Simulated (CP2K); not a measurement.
The system is YN.

```
Y N
1.0
     3.44856    0.00000    0.00000
     1.72428    2.98654    0.00000
     1.72428    0.99551    2.81574
Y N
1 1
Direct
  0.00000 0.00000 0.00000
  0.50000 0.50000 0.50000
```

Program: CP2K 2026.2. Alike in all runs: no spin polarisation; cell as given.

Task: Order these runs on this cell by their band gap on the k mesh, lowest first.
A. level TB-mBJ; potentials or basis POTENTIAL_UZH Y GTH-PBE-q11, N GTH-PBE-q5; TZVP-MOLOPT-PBE-GTH basis; k mesh 9 × 9 × 9; smearing fermi-dirac 0.0259 eV; points a segment of the path (NPOINTS) 10; bands added on the path 6; CUTOFF of the grids 675 Ry
B. level PBE+U; potentials or basis GTH_POTENTIALS Y GTH-PBE-q11, N GTH-PBE-q5; DZVP-MOLOPT-SR-GTH basis; U Y d U = 2.0 eV; k mesh 7 × 7 × 7; smearing fermi-dirac 0.05 eV; CUTOFF of the grids 450 Ry; PLUS_U_METHOD MULLIKEN
C. level LDA; potentials or basis GTH_POTENTIALS Y GTH-PADE-q11, N GTH-PADE-q5; TZVP-MOLOPT-PBE-GTH basis; k mesh 9 × 9 × 9; smearing fermi-dirac 0.1 eV; points a segment of the path (NPOINTS) 10; bands added on the path 2; CUTOFF of the grids 450 Ry

Result: C (0.13 eV), A (0.43 eV), B (0.66 eV).

Caveats: the basis of atomic orbitals isn't converged, which shifts pressures, moduli and gaps; this is a model potential without an energy functional, so only levels have meaning (some runs); this program's U acts on Mulliken populations of all basis functions of the shell, so it isn't the U of plane-wave codes (some runs); energies scatter by some meV and the pressure isn't listed (some runs); an odd mesh through Γ misses points on the zone boundary, where band edges often lie (some runs).

Not every run made on this cell is shown here.
